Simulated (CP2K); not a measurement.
The system is Ag.

```
CELL_PARAMETERS angstrom
2.88888 0.00000 0.00000
1.44444 2.50185 0.00000
1.44444 0.83395 2.35876
ATOMIC_POSITIONS crystal
Ag 0.00000 0.00000 0.00000
```

Base run:

```yaml
Program: CP2K 2026.2
Functional: PBE
Potentials_or_basis: POTENTIAL_UZH Ag GTH-PBE-q11; TZVP-MOLOPT-PBE-GTH basis
Density_cutoff: 9184 eV
k_mesh: 11 × 11 × 11
Occupations: fermi-dirac, width 0.05 eV
Spin: no spin polarisation
```

Its results: band gap on the k mesh none (metal or under the smearing width); pressure 4.2 GPa.

Task: After a change of settings the same cell gave: band gap on the k mesh none (metal or under the smearing width); pressure -2.3 GPa. Which change was it?
A. functional from PBE to vdW-DF2
B. functional from PBE to PBEsol
C. functional from PBE to RPBE
D. functional from PBE to LDA

Result: B.

PBEsol binds more tightly than PBE, so the same cell stands under less pressure.

Caveats: the basis of atomic orbitals isn't converged, which shifts pressures, moduli and gaps; the potentials were made for another functional, which shifts forces and pressure (some runs).

Not every run made on this cell is shown here.
